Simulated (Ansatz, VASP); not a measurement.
# Two plane-wave programs on Cs

File INCAR:

```
SYSTEM = Cs
  PREC = Accurate
  ENCUT = 520
  EDIFF = 1E-6
  ISMEAR = -1
  SIGMA = 0.01
  LREAL = .False.
  LASPH = .True.
  NELM = 80
  ALGO = Normal
  ISIF = 2
  LWAVE = .False.
  LCHARG = .False.
  GGA = PE
  NBANDS = 10
```

KPOINTS

```
regular mesh
0
Gamma
  7 7 7
  0 0 0
```

Contents of POSCAR:

```
Cs
1.0
   -3.0771709509      3.0771709509      3.0771709509
    3.0771709509     -3.0771709509      3.0771709509
    3.0771709509      3.0771709509     -3.0771709509
Cs
1
Direct
    0.0000000000      0.0000000000      0.0000000000
```

Input for Ansatz:

```yaml
crystal:
  lattice:
    - [-3.0771709509, 3.0771709509, 3.0771709509]
    - [3.0771709509, -3.0771709509, 3.0771709509]
    - [3.0771709509, 3.0771709509, -3.0771709509]
  atoms:
    - { symbol: Cs, position: [0.0, 0.0, 0.0] }
hamiltonian:
  xc: pbe
  pseudopotentials:
    kind: paw
    azcp:
      Cs: "pseudopotentials/Cs.paw.azcp"
basis:
  ecutwfc: 420
  fft_grid_basis: typed
kpoints:
  mp_grid: { grid: [7, 7, 7], shift: [0, 0, 0] }
magnetization:
  spin_polarized: false
scf:
  occupations: { method: fermi_dirac, width: 0.01 }
  lower_state_search: "off"
output:
  stress: true
  write_density: true
  write_potential: true
  elf: true
  volumetric_format: npy
```

Alike in both runs: task single point; functional PBE; k mesh 7 × 7 × 7; occupations fermi-dirac, width 0.01 eV; no spin polarisation.

|  | VASP | Ansatz |
| --- | --- | --- |
| version | VASP 6.6.1 | Ansatz 0.2.0 |
| potentials or method | VASP PAW PBE potentials, release 64 (Cs_sv) | plane waves (420 eV) with PAW, scalar-relativistic |
| plane-wave cutoff (eV) | 520 | 420 |
| valence electrons in the cell | 9 | 9 |

```csv
,VASP,Ansatz,Ansatz less VASP
pressure (GPa),0.0,0.0,+0.01
```

With one functional, cell and mesh, what is left measures potentials, basis and numerics.

The runs have no spin-orbit coupling, so splittings on Cs are missing.
